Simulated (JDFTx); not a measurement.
The system is Fe.

```xyz
1
Lattice="-1.4430 1.4430 1.4430 1.4430 -1.4430 1.4430 1.4430 1.4430 -1.4430" Properties=species:S:1:pos:R:3 pbc="T T T"
Fe    0.0000    0.0000    0.0000
```

| Item | Value |
| --- | --- |
| Program | JDFTx 1.7.0 (patched build) |
| Task | single point |
| Functional | PBEsol |
| Potentials or basis | PseudoDojo-SR-PBEsol-0.4.1-standard with smoothed tails |
| Cutoff | 1225 eV |
| Density cutoff | 4898 eV |
| k mesh | 13 × 13 × 13 |
| Occupations | fermi-dirac, width 0.05 eV |
| Spin | collinear spin, ferromagnetic start |
| Starting moments | [3.0] μB |

On this cell: pressure -15.6 GPa; net moment 2.38 μB per cell; site moments Fe +2.46 μB; band gap on the k mesh none (metal or under the smearing width).

The same run follows on a disturbed copy (cell strained at random at fixed volume):

```
Fe
1.0
    -1.48153    1.43424    1.45901
     1.46753   -1.43096    1.44173
     1.45354    1.40297   -1.45574
Fe
1
Direct
  0.98721 0.99305 0.98531
```

What changes?

The energy (extrapolated to zero smearing) moves by +2.5 meV/atom; pressure -15.2 GPa; net moment 2.40 μB per cell; site moments Fe +2.48 μB; band gap on the k mesh none (metal or under the smearing width).

Stress tensor (GPa, compression positive):
```
-16.26   1.00   0.53
  1.00 -13.76   0.00
  0.53   0.00 -15.59
```

Caveats: so large a pressure means that the cell lies far from this level's equilibrium, or that cutoff or potentials fall short (some runs).
